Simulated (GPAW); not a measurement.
HfO2:

```
CELL_PARAMETERS angstrom
0.00000 2.55750 2.55750
2.55750 0.00000 2.55750
2.55750 2.55750 0.00000
ATOMIC_POSITIONS crystal
Hf 0.00000 0.00000 0.00000
O 0.75000 0.75000 0.75000
O 0.25000 0.25000 0.25000
```

Measurements of this composition are mostly on another form, of space group No. 14.

```yaml
Program: GPAW 26.7.0
Task: relaxation of cell and atoms
Functional: RPBE
Dispersion: D3(BJ)
Potentials_or_basis: the program's PAW data sets (release 1.2.1) made for this functional
Cutoff: 800 eV
Basis: pw
k_mesh: 9 × 9 × 9
Occupations: fermi-dirac, width 0.05 eV
Spin: no spin polarisation
```

At the start: pressure -19.0 GPa; volume 11.15 Å³/atom.

Question: How do energy, volume and symmetry change on relaxing?

Answer: Over 4 steps the energy falls by 50.6 meV/atom and the volume is 10.35 Å³/atom (-7.2 %); space group Fm-3m (No. 225, to 0.05 Å).

The path:
```
step  energy change (eV)  largest force (eV/Å)  pressure (GPa)  volume (Å³)
   1              0.0000                0.0000          -19.05        33.46
   2             -0.0661                0.0000          -14.85        32.83
   3             -0.1510                0.0000            1.62        30.86
   4             -0.1518                0.0000           -0.11        31.04
```

Final structure:
```xyz
3
Lattice="0.0000 2.4945 2.4945 2.4945 0.0000 2.4945 2.4945 2.4945 0.0000" Properties=species:S:1:pos:R:3 pbc="T T T"
Hf    0.0000    0.0000    0.0000
O     3.7417    3.7417    3.7417
O     1.2472    1.2472    1.2472
```

Caveat: later steps reuse the first step's grids.
